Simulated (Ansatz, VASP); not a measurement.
**Cross-check of Ga31NiP32 (Ni on the Ga site in GaP) between VASP and Ansatz**

One calculation is typed for both programs; each brings its own data sets. How far apart do they land? Of the first pair: The structure shown is the start of the Ansatz relaxation below; VASP solves that cell, so the two are compared at the walk's first step.

Calculated with Ansatz 0.2.0; plane waves, with VASP 6.6.1 beside it; single point at PBE.

### 1. The structure

The cell holds 64 atoms: 31 Ga, 32 P and 1 Ni. Cell: a = 11.010 Å, b = 11.010 Å, c = 11.010 Å, α = 90.0°, β = 90.0°, γ = 90.0°. It derives from GaP (GaP (F-43m)). Nearest the centre at fractional (0.500, 0.500, 0.500): Ni64 at 0.05 Å, P39 at 2.42 Å, P49 at 2.42 Å, P42 at 2.43 Å, P60 at 2.43 Å, Ga29 at 3.84 Å, Ga27 at 3.85 Å, Ga11 at 3.85 Å.

### 2. Ansatz: relaxation, PBE

Ansatz runs on its default PAW (the set named soft_2) files.

The two programs are compared at the cell with which this relaxation starts, whose forces are those of its first step.

input.yaml reads:

```yaml
relax:
  f_tol: 0.02
  max_steps: 80
  random_displacement: { amplitude: 0.05, seed: 823 }
crystal:
  lattice:
    - [11.01025697, 0.0, 0.0]
    - [0.0, 0.0, -11.01025697]
    - [0.0, 11.01025697, 0.0]
  atoms:
    - { symbol: Ga, position: [0.0, 0.0, 0.0] }
    - { symbol: Ga, position: [0.0, 0.25, 0.25] }
    - { symbol: Ga, position: [0.25, 0.0, 0.25] }
    - { symbol: Ga, position: [0.25, 0.25, 0.0] }
    - { symbol: P, position: [0.125, 0.125, 0.125] }
    - { symbol: P, position: [0.125, 0.375, 0.375] }
    - { symbol: P, position: [0.375, 0.125, 0.375] }
    - { symbol: P, position: [0.375, 0.375, 0.125] }
    - { symbol: Ga, position: [0.0, 0.0, 0.5] }
    - { symbol: Ga, position: [0.0, 0.25, 0.75] }
    - { symbol: Ga, position: [0.25, 0.0, 0.75] }
    - { symbol: Ga, position: [0.25, 0.25, 0.5] }
    - { symbol: P, position: [0.125, 0.125, 0.625] }
    - { symbol: P, position: [0.125, 0.375, 0.875] }
    - { symbol: P, position: [0.375, 0.125, 0.875] }
    - { symbol: P, position: [0.375, 0.375, 0.625] }
    - { symbol: Ga, position: [0.0, 0.5, 0.0] }
    - { symbol: Ga, position: [0.0, 0.75, 0.25] }
    - { symbol: Ga, position: [0.25, 0.5, 0.25] }
    - { symbol: Ga, position: [0.25, 0.75, 0.0] }
    - { symbol: P, position: [0.125, 0.625, 0.125] }
    - { symbol: P, position: [0.125, 0.875, 0.375] }
    - { symbol: P, position: [0.375, 0.625, 0.375] }
    - { symbol: P, position: [0.375, 0.875, 0.125] }
    - { symbol: Ga, position: [0.0, 0.5, 0.5] }
    - { symbol: Ga, position: [0.0, 0.75, 0.75] }
    - { symbol: Ga, position: [0.25, 0.5, 0.75] }
    - { symbol: Ga, position: [0.25, 0.75, 0.5] }
    - { symbol: P, position: [0.125, 0.625, 0.625] }
    - { symbol: P, position: [0.125, 0.875, 0.875] }
    - { symbol: P, position: [0.375, 0.625, 0.875] }
    - { symbol: P, position: [0.375, 0.875, 0.625] }
    - { symbol: Ga, position: [0.5, 0.0, 0.0] }
    - { symbol: Ga, position: [0.5, 0.25, 0.25] }
    - { symbol: Ga, position: [0.75, 0.0, 0.25] }
    - { symbol: Ga, position: [0.75, 0.25, 0.0] }
    - { symbol: P, position: [0.625, 0.125, 0.125] }
    - { symbol: P, position: [0.625, 0.375, 0.375] }
    - { symbol: P, position: [0.875, 0.125, 0.375] }
    - { symbol: P, position: [0.875, 0.375, 0.125] }
    - { symbol: Ga, position: [0.5, 0.0, 0.5] }
    - { symbol: Ga, position: [0.5, 0.25, 0.75] }
    - { symbol: Ga, position: [0.75, 0.0, 0.75] }
    - { symbol: Ga, position: [0.75, 0.25, 0.5] }
    - { symbol: P, position: [0.625, 0.125, 0.625] }
    - { symbol: P, position: [0.625, 0.375, 0.875] }
    - { symbol: P, position: [0.875, 0.125, 0.875] }
    - { symbol: P, position: [0.875, 0.375, 0.625] }
    - { symbol: Ga, position: [0.5, 0.5, 0.0] }
    - { symbol: Ga, position: [0.5, 0.75, 0.25] }
    - { symbol: Ga, position: [0.75, 0.5, 0.25] }
    - { symbol: Ga, position: [0.75, 0.75, 0.0] }
    - { symbol: P, position: [0.625, 0.625, 0.125] }
    - { symbol: P, position: [0.625, 0.875, 0.375] }
    - { symbol: P, position: [0.875, 0.625, 0.375] }
    - { symbol: P, position: [0.875, 0.875, 0.125] }
    - { symbol: Ni, position: [0.5, 0.5, 0.5], spin: 3.0 }
    - { symbol: Ga, position: [0.5, 0.75, 0.75] }
    - { symbol: Ga, position: [0.75, 0.5, 0.75] }
    - { symbol: Ga, position: [0.75, 0.75, 0.5] }
    - { symbol: P, position: [0.625, 0.625, 0.625] }
    - { symbol: P, position: [0.625, 0.875, 0.875] }
    - { symbol: P, position: [0.875, 0.625, 0.875] }
    - { symbol: P, position: [0.875, 0.875, 0.625] }
  host:
    repeats: [2, 2, 2]
    atoms:
      - { symbol: Ga, position: [0.0, 0.0, 0.0] }
      - { symbol: Ga, position: [0.0, 0.5, 0.5] }
      # ... 6 more atoms of the perfect host
basis:
  ecutwfc: 420
  xc_grid: 2
hamiltonian:
  xc: pbe
kpoints:
  mp_grid: { grid: [2, 2, 2], shift: [0.5, 0.5, 0.5] }
magnetization:
  spin_polarized: true
  initial_magnetization: 3
  spin_locking: { lock_magnetization: hard }
scf:
  occupations: { method: fermi_dirac, width: 0.01 }
  max_iter: 120
output:
  forces: true
  charged_corrections:
    epsilon: 10.62
    static_epsilon: 12.85
    defect_position: [0.5, 0.5, 0.5]
checkpoint:
  write: "../relax0.run"
  compress: false
  write_wavefunctions: true
  write_every: 100000
```

Command:

```sh
ansatz run input.yaml --threads 32 --pin off --max-ram 131891MiB --backend cuda --events-out ev --progress --plain --runs-dir out
```

Numbers of over 12 decimals in the logs are rounded to 6 here.

Output:

```text
Warning: where an SCF of this run starts from atoms to list the orders of its open shells, Ni (site 56, from 0) starts with 2.00 μB on its 3d shell, in the place of the 3.00 μB that the deck gives it: its open shells can hold no more by Hund's first rule. To start from spheres of the given moment, type scf.initial_density.shell_occupations: []
Engine: ansatz 0.2.0, aarch64-unknown-linux-gnu
Pseudopotentials: kind: paw
Pseudopotential: Ga, paw, valence charge 13, recommended cutoff 420 eV (normal), Ga.paw.azcp
Pseudopotential: P, paw, valence charge 5, recommended cutoff 420 eV (normal), P.paw.azcp
Pseudopotential: Ni, paw, valence charge 18, recommended cutoff 420 eV (normal), Ni.paw.azcp
Functional definition: PBE
  parameter kappa = 0.804
  parameter beta = 0.066725
  exchange = pbe_x(kappa = kappa, mu = beta*pi^2/3)
  correlation = pbe_c(beta = beta)
[...]
Crystal: 64 atoms, lattice volume = 1334.727 Å³
Basis set: ecut = 420 eV, 26001 PW (Γ), exchange–correlation on 150×150×150 points (8 copies of the dense FFT grid, shifted against one another)
Bands: 356, of which v1, the nominal top of the filled ones, is band 291 counted from 1 (290 counted from 0)
Symmetry: 1 space group operations
k-points: 4 of 8 (time reversal used)
Non-local potential: Ga, projectors of the file, l = 0: 2, l = 1: 2, l = 2: 3, l = 3: 1
Non-local potential: P, projectors of the file, l = 0: 2, l = 1: 2, l = 2: 2
Non-local potential: Ni, projectors of the file, l = 0: 3, l = 1: 2, l = 2: 3, l = 3: 1
PAW form: soft (Blöchl's): semilocal exchange-correlation on the pseudo side does not see the compensation charge
PAW one-centre angular grid: Ga, 590 points (default); XC on 64 Gauss nodes
PAW one-centre angular grid: P, 110 points (default); XC on 64 Gauss nodes
PAW one-centre angular grid: Ni, 590 points (default); XC on 64 Gauss nodes
Initial density: superposition of atomic densities (chi_scale 0.1, normalization cell)
Starting moments: Σ|m| = 3 μB on 1 of 64 sites
Initial wavefunctions: pseudopotential atomic-orbital guess
[...]
Functional: x = pbe(κ = 0.804, μ = 0.219515), c = pbe(β = 0.066725)
SCF iter   1: F=—  HF=-147326.488837 eV  |Δ(HF+E_count)|=         —  Δρ=2.27e-2 (↑2.24e-2 ↓2.27e-2)  dr2=3.02e1  dr2_m=2.05e-1  M=3.000 μB ∫|m|=3.006 μB  Hψ=11589
preconditioner: auto → Resta (q_TF=auto, 2.375 Å⁻¹)  ε∞=4.5  [insulator: Δε(μ)=0.517 eV  Ē_g=13.046 eV  σ=0.010 eV  W_gap=1.00  n_scr=304 (ndim 8)  ℏωp=24.3 eV  f_vac=0.000  D(μ)=0.00/eV (n_scr^D=0)  ε∞_Penn≈4.5]
spin=Collinear: Resta preconditioning applied to the charge; magnetization (m = ρ↑ − ρ↓) channel mixes plain (no charge-response kernel on spin).
SCF iter   2: F=—  HF=-147321.599796 eV  |Δ(HF+E_count)|=    4.89e0  Δρ=1.72e-2 (↑1.62e-2 ↓1.72e-2)  dr2=1.39e1  dr2_m=2.24e-1  M=3.000 μB ∫|m|=3.006 μB  Hψ=3321
[...]
SCF iter  13: F=-147319.650944 eV  HF=-147319.650947 eV  |Δ(HF+E_count)|=   6.00e-7  Δρ=1.61e-5 (↑1.50e-6 ↓1.61e-5)  dr2=4.20e-6  dr2_m=6.77e-7  M=3.000 μB ∫|m|=3.043 μB  Hψ=6309
SCF 1 converged in 13 iterations: F = -147319.650944 eV  dr2 = 4.20e-6
  greatest PAW one-centre occupation: 1.001 electrons in one spin orbital (limit 2), on the Ni atom at site 56 (counted from 0), in its partial waves of l = 1
relax step   1: F+E_penalty+E_count = -147319.65094352 eV  Δ(F+E_penalty+E_count) = +0.000e0 eV  max|allowed force component| = 9.595e-1 eV/Å  Δτ_max = 0.0000 Å  (13 SCF iters, dr2 threshold 1.00e-5 eV, accepted)
[...]
relax step   2: F+E_penalty+E_count = -147320.65897169 eV  Δ(F+E_penalty+E_count) = -1.008e0 eV  max|allowed force component| = 3.890e-1 eV/Å  Δτ_max = 0.1047 Å  (8 SCF iters, dr2 threshold 5.75e-5 eV, accepted)
[...]
relax step   3: F+E_penalty+E_count = -147320.82768935 eV  Δ(F+E_penalty+E_count) = -1.687e-1 eV  max|allowed force component| = 1.487e-2 eV/Å  Δτ_max = 0.0681 Å  (8 SCF iters, dr2 threshold 9.46e-6 eV, accepted)
[...]
relax step   4: F+E_penalty+E_count = -147320.82768995 eV  Δ(F+E_penalty+E_count) = -5.940e-7 eV  max|allowed force component| = 1.486e-2 eV/Å  Δτ_max = 0.0000 Å  (5 SCF iters, accepted)
[...]
NSCF: frozen V_eff on 4 k-points
the band table was solved once a step of the walk had ended and its energy, with any forces and stress, was formed, with the checks that follow a solve (12927 applications of the Hamiltonian). They found nothing against the state; the energy, forces and stress were not computed again (output.eigenvalues in the input reference)
SCF converged after 5 iterations
Magnetization: 3.0000 μB (292.0000 up, 289.0000 down)
Absolute magnetization: 3.0303 μB (∫|ρ↑−ρ↓|, with the PAW one-centre terms)
Spin contamination: 0.0076 ħ² per cell (⟨S²⟩ above its minimum at these occupations)
Per-site moments (μB) at R_I (Å): [(0.00148025, 0.983399), (0.00141616, 0.983411), (0.00141059, 0.983087), (0.00141331, 0.983548), (0.00905649, 0.983399), (0.00503532, 0.983203), (0.0050148, 0.982800), (0.00504548, 0.983657), (0.00664196, 0.986489708
Free energy (F): -147320.827690 eV
Harris-Foulkes:  -147320.827690 eV  (|F-HF|=3.22e-8)
Internal energy: -147320.827690 eV  (E = F + TS)
E sigma→0 (E₀):  -147320.827690 eV
Fermi energy:    6.732084 (↑ 7.577128, ↓ 6.557697) eV
--- Per-component energies (eV) ---
  E_band       = -2466.511962
  E_kinetic    = 6090.754243
  E_local      = -74326.735011  (includes V_loc(G=0)·N_el)
  E_nonlocal   = 14890.018463
  E_hartree    = 34121.854383
  E_xc         = -4182.035185
  E_vxc        = -3835.508109  (∫ρ·V_xc dr)
  E_paw        = -81511.818668  (= ΣΔE_a)
  E_vpaw       = -13528.733808  (= ΣTr[D̂ρ^β])
  E_aug_tail   = -0.002149  (compensation charges beyond the density's cutoff)
  E_ewald      = -42402.863766
  E_smearing   = -0.000000  (= −TS)
  E_closure    = 0.000000  (closes the sum)
  Σ components = -147320.827690   (vs F -147320.827690, Δ=0.00e0)
--- Forces (eV/Å), atoms counted from 1 ---
  atom   1  Ga    -0.00356203    -0.00582051    -0.00284004
  atom   2  Ga     0.00127635    -0.00154867     0.00997601
  atom   3  Ga    -0.01290706     0.00487010    -0.00547156
  atom   4  Ga    -0.00777460    -0.00310123     0.00044290
  atom   5  P      0.00553497     0.00286643    -0.00140671
  atom   6  P      0.00054985     0.00415584    -0.01099995
  [... 58 more lines of this table ...]
  max |Σ_I F_I| component: 1.79e-6 eV/Å
--- Band table (eV; the first three rows and the last of 8) ---
  k-point 0 ↑: bands = ["-97.4826", "-57.8548", "-57.8547", "-57.8543", "-7.8951", "-7.8949", "-7.8943", "-7.8836", "-7.8830", "-7.8828", "-7.8803", "-7.8800", "-7.8798", "-7.8768", "-7.8761", "-7.875
  k-point 1 ↑: bands = ["-97.4826", "-57.8548", "-57.8547", "-57.8543", "-7.8950", "-7.8948", "-7.8945", "-7.8836", "-7.8832", "-7.8829", "-7.8803", "-7.8799", "-7.8797", "-7.8767", "-7.8761", "-7.875
  k-point 2 ↑: bands = ["-97.4826", "-57.8548", "-57.8547", "-57.8543", "-7.8952", "-7.8949", "-7.8942", "-7.8835", "-7.8831", "-7.8828", "-7.8803", "-7.8800", "-7.8798", "-7.8768", "-7.8761", "-7.875
  k-point 3 ↓: bands = ["-96.1957", "-56.6001", "-56.5999", "-56.5997", "-7.8929", "-7.8925", "-7.8923", "-7.8802", "-7.8799", "-7.8795", "-7.8774", "-7.8770", "-7.8768", "-7.8743", "-7.8734", "-7.872
--- Relaxed structure (4 steps of the walk, 4 accepted, 0 SCFs on fresh bases) ---
  F+E_penalty+E_count = -147320.82768995 eV   max|allowed force component| = 1.486e-2 eV/Å
  atoms:
    - { symbol: Ga, position: [-0.000461695, 0.00012147, -4.774719816612617e-5] }
    - { symbol: Ga, position: [-0.000658325, 0.250418, 0.250003] }
    - { symbol: Ga, position: [0.249705, -2.183786403363935e-5, 0.250004] }
    - { symbol: Ga, position: [0.249679, 0.250306, -5.983875883816825e-5] }
    - { symbol: P, position: [0.124482, 0.125175, 0.124987] }
    - { symbol: P, position: [0.124760, 0.375244, 0.374925] }
  [... 58 more lines of this table ...]
```

Reading the cycles: dr2 is the Hartree energy of the density residual (eV), the measure of convergence; HF is the Harris–Foulkes estimate of the energy, which meets the free energy F at convergence.

### 3. VASP: single point, PBE, start cell, pair 1

The same cell, functional, mesh and smearing now go to VASP, with its own data sets.

Lines of VASP's logs that name or quote its potential files are left out, and so is its time.

INCAR reads:

```
SYSTEM = Ga31NiP32
PREC = Accurate
ENCUT = 520
EDIFF = 1E-06
NELM = 200
ISMEAR = -1
SIGMA = 0.01
LREAL = Auto
ALGO = Normal
GGA = PE
NBANDS = 336
ISPIN = 2
MAGMOM = 0 0 0 0 0.01 0 0 0.01 0.01 0 0.01 0 0 0 0.01 0.01 0.01 0.01 0 0 0 0.01 0 0.01 0 0.01 0.01 0 0.01 0.01 0.01 0.01 0 0 0 0.02 0.02 0.02 0.11 0.02 0.02 0.11 0.02 0 0.01 0 0 0.02 0.11 0.02 0.02 0 0 0.01 0 0 0 0 0.01 0.11 0.02 0.02 0.02 1.06
LASPH = .TRUE.
LMAXMIX = 4
LORBIT = 11
LWAVE = .FALSE.
LCHARG = .FALSE.
ISIF = 2
ISYM = 0
NUPDOWN = 3
GGA_COMPAT = .FALSE.
KPAR = 4
```

POSCAR reads:

```
Ga31NiP32
1.0
   11.0102569682      0.0000000000      0.0000000000
    0.0000000000      0.0000000000    -11.0102569682
    0.0000000000     11.0102569682      0.0000000000
Ga P Ni
31 32 1
Direct
    0.0040870981      0.0005449464      0.9980926876
    0.0010898928      0.2517652411      0.2540358511
    0.2464974258      0.9974569168      0.2514019435
    0.2466790746      0.2514019435      0.0028155564
    0.0002724732      0.9991825804      0.4955379348
    0.9992734048      0.2540358511      0.7520260448
    0.2526734851      0.9990009316      0.7464857563
    0.2494946310      0.2527643095      0.4964461788
    0.0000908244      0.4969911253      0.9966394971
    0.9973660924      0.7463041075      0.2506753483
    0.2519468899      0.4977177205      0.2534000803
    0.2524010119      0.7497554348      0.9961853751
    0.9974569168      0.4986259645      0.4964461788
    0.9983651608      0.7520260448      0.7463041075
    0.2477689674      0.4962645300      0.7512086252
    0.2455891818      0.7496646104      0.5008965745
    0.4989892621      0.9990009316      0.0043595713
    0.4980810181      0.2466790746      0.2524918363
    0.7535700596      0.9982743364      0.2522193631
    0.7463949319      0.2523101875      0.9986376340
    0.5026222382      0.0036329761      0.4992617353
    0.4981718425      0.2476781430      0.7465765807
    0.7495737860      0.9989101072      0.7543874792
    0.7466674051      0.2481322650      0.4975360717
    0.5040754286      0.4994433841      0.9980926876
    0.5008965745      0.7523893424      0.2537633779
    0.7490288395      0.5000791549      0.2543991487
    0.7485747175      0.7457591611      0.0009082440
    0.5000791549      0.7475756491      0.7461224587
    0.7475756491      0.5003516281      0.7538425328
    0.7473940003      0.7502095568      0.5037121310
    0.1225221177      0.1231578885      0.1217046981
    0.1222496445      0.3718350999      0.3733791148
    0.3756497248      0.1282440550      0.3718350999
    0.3748323052      0.3722892219      0.1286073526
    0.1246110789      0.1237936593      0.6206939602
    0.1293339478      0.3762854956      0.8756380553
    0.3790102276      0.1232487129      0.8763646505
    0.3711993291      0.3725616951      0.6249627070
    0.1260642693      0.6292314539      0.1263367425
    0.1291522990      0.8730949721      0.3746506564
    0.3711085047      0.6274149659      0.3745598320
    0.3771029152      0.8787260850      0.1234303617
    0.1273358110      0.6275057903      0.6219655018
    0.1215230493      0.8732766209      0.8726408500
    0.3709268559      0.6251443558      0.8770004213
    0.3771937396      0.8758197041      0.6210572578
    0.6291406295      0.1231578885      0.1247927277
    0.6256893022      0.3738332368      0.3706543827
    0.8766371237      0.1288798258      0.3767396176
    0.8740940405      0.3794643497      0.1247019033
    0.6251443558      0.1261550937      0.6294131027
    0.6208756090      0.3769212664      0.8753655821
    0.8710060108      0.1254284985      0.8771820701
    0.8710968352      0.3772845640      0.6253260046
    0.6210572578      0.6272333171      0.1248835521
    0.6218746774      0.8717326060      0.3747414808
    0.8736399185      0.6261434243      0.3708360315
    0.8784536117      0.8778178409      0.1242477813
    0.6287773319      0.6272333171      0.6263250731
    0.6220563262      0.8718234304      0.8762738261
    0.8717326060      0.6243269362      0.8780903141
    0.8721867280      0.8785444361      0.6243269362
    0.5007149257      0.5043479018      0.4990800865
```

KPOINTS reads:

```
Points of the shifted mesh
8
Reciprocal
 0.2500000000  0.2500000000  0.2500000000 1
 0.2500000000  0.2500000000  0.7500000000 1
 0.2500000000  0.7500000000  0.2500000000 1
 0.2500000000  0.7500000000  0.7500000000 1
 0.7500000000  0.2500000000  0.2500000000 1
 0.7500000000  0.2500000000  0.7500000000 1
 0.7500000000  0.7500000000  0.2500000000 1
 0.7500000000  0.7500000000  0.7500000000 1
```

Potentials, in the order of the species: Ga_d, P and Ni (PBE family, release 64).

Command:

```sh
mpirun -np 8 vasp_std
```

Output:

```text
[banner, memory and clock lines left out]
running    8 mpi-ranks, on    1 nodes
[...]
|                                                                             |
|           W    W    AA    RRRRR   N    N  II  N    N   GGGG   !!!           |
|           W    W   A  A   R    R  NN   N  II  NN   N  G    G  !!!           |
|           W    W  A    A  R    R  N N  N  II  N N  N  G       !!!           |
|           W WW W  AAAAAA  RRRRR   N  N N  II  N  N N  G  GGG   !            |
|           WW  WW  A    A  R   R   N   NN  II  N   NN  G    G                |
|           W    W  A    A  R    R  N    N  II  N    N   GGGG   !!!           |
|                                                                             |
|     For optimal performance we recommend to set                             |
|       NCORE = 2 up to number-of-cores-per-socket                            |
|     NCORE specifies how many cores store one orbital (NPAR=cpu/NCORE).      |
|     This setting can greatly improve the performance of VASP for DFT.       |
[...]
|     multi-core architectures or massively parallel machines. Do your        |
|     Unfortunately you need to use the default for GW and RPA                |
|     calculations (for HF NCORE is supported but not extensively tested      |
|     yet).                                                                   |
|                                                                             |

 LDA part: xc-table for (Slater+PW92), standard interpolation
 POSCAR, INCAR and KPOINTS ok, starting setup
[...]
entering main loop
       N       E                     dE             d eps       ncg     rms          rms(c)
DAV:   1     0.781066833404E+04    0.78107E+04   -0.22129E+05 10880   0.250E+03
DAV:   2     0.167586445366E+04   -0.61348E+04   -0.59501E+04 10752   0.730E+02
DAV:   3    -0.688954069844E+02   -0.17448E+04   -0.16241E+04 13008   0.251E+02
DAV:   4    -0.284289707291E+03   -0.21539E+03   -0.21010E+03 12976   0.828E+01
[...]
DAV:  21    -0.291738140076E+03    0.20329E-05   -0.14662E-05 13976   0.130E-02    0.457E-02
DAV:  22    -0.291738137342E+03    0.27335E-05   -0.64527E-06  9344   0.217E-02    0.236E-02
DAV:  23    -0.291738136440E+03    0.90193E-06   -0.52266E-06 10288   0.158E-02
   1 F= -.29173814E+03 E0= -.29173814E+03  d E =-.429776E-08  mag=     3.0000
```

OUTCAR, selected parts (step 3):

```text
  FREE ENERGIE OF THE ION-ELECTRON SYSTEM (eV)
  ---------------------------------------------------
  free  energy   TOTEN  =      -291.7381364404 eV

  energy  without entropy=     -291.7381364361  energy(sigma->0) =     -291.73813644

 magnetization (x)
# of ion       s       p       d       tot
------------------------------------------
    1       -0.000   0.001   0.001   0.001
    2       -0.000   0.000   0.001   0.001
    3       -0.000   0.000   0.001   0.001
    4       -0.000   0.000   0.001   0.001
    5        0.002   0.008   0.002   0.012
    6       -0.000   0.000   0.001   0.001
    7       -0.000   0.000   0.001   0.001
    8       -0.000   0.004   0.004   0.008
    9        0.002   0.008   0.002   0.012
   10       -0.000  -0.000   0.001   0.000
   11        0.000   0.005   0.004   0.009
   12       -0.000  -0.000   0.001   0.000
   13        0.000   0.000   0.000   0.001
[...]
--------------------------------------------------
tot          0.067   0.851   1.195   2.113

[... 1 further part left out ...]
```

The cell holds one magnetic atom, so no antiferromagnetic order fits into it.

(Part 1 of 2 ends here.)

[Lines on the potential files, build, host, timing and source positions are cut from VASP's logs without a mark.]

[Logs are printed without paths, hosts, clocks, repeated set-up lines and the standing remarks that a program may print on its own settings, such as how far it seeks lower states.]

[Hosts, paths, dates, database ids (printed as entryN), source tags and the programs' standing remarks are cut or masked in the printed files.]
